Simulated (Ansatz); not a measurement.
Wanted: the native input for an Ansatz 0.2.0 run.

| Item | Value |
| --- | --- |
| Task | relaxation of cell and atoms |
| Functional | PBEsol |
| Potentials or basis | Ansatz PAW |
| Cutoff | 420 eV (not typed: the program's choice for these potentials) |
| k mesh | 13 × 13 × 13 |
| Occupations | fermi-dirac, width 0.05 eV |
| Spin | no spin polarisation |
| Target pressure | 10 GPa |
| Target pressure (GPa) | 10 |

Crystal: Cu.

```
CELL_PARAMETERS angstrom
0.00000 1.80750 1.80750
1.80750 0.00000 1.80750
1.80750 1.80750 0.00000
ATOMIC_POSITIONS crystal
Cu 0.00000 0.00000 0.00000
```

One way to write it, as run:

input.yaml

```yaml
crystal:
  lattice:
    - [0.0, 1.8075, 1.8075]
    - [1.8075, 0.0, 1.8075]
    - [1.8075, 1.8075, 0.0]
  atoms:
    - { symbol: Cu, position: [0.0, 0.0, 0.0] }
hamiltonian:
  xc: pbesol
  pseudopotentials: { kind: paw }
kpoints:
  mp_grid: { grid: [13, 13, 13] }
scf:
  occupations: { method: fermi_dirac, width: 0.05 }
output:
  forces: true
  stress: true
  eigenvalues: true
relax:
  f_tol: 0.01
  max_steps: 40
  cell: { stress_tol: 0.05, p_target: 10.0 }
```

Potentials or basis: Ansatz PAW.

The run is started by

```sh
$ ansatz run input.yaml --threads 2 --pin off --max-ram 5632MiB --backend cpu --events-out ev --progress --plain --runs-dir out
```

Results of the run:

| Item | Value |
| --- | --- |
| Relaxed volume | 10.73 Å³/atom |
| Relaxed cell | a = 2.476 Å, b = 2.476 Å, c = 2.476 Å, α = 60.00°, β = 60.00°, γ = 60.00° |
| Space group after relaxing (to 0.05 Å) | Fm-3m (No. 225) |
| Energy change on relaxing (the enthalpy is what falls) | +6.2 meV/atom |
| Ionic steps | 8 |
| Pressure after relaxing | 10.0 GPa |
| Band gap on the k mesh | none (metal or under the smearing width) |

Caveat: the plane-wave basis is chosen anew once the cell has moved, so the energies of steps on either side of that aren't comparable; the PAW data sets come from PBE, with cores solved anew for the run's functional, which leaves a small shift of forces and pressure.

Wall time 4.3 s on 2 threads of Arm Neoverse V2, with other jobs on the host, peak memory 0.27 GiB.
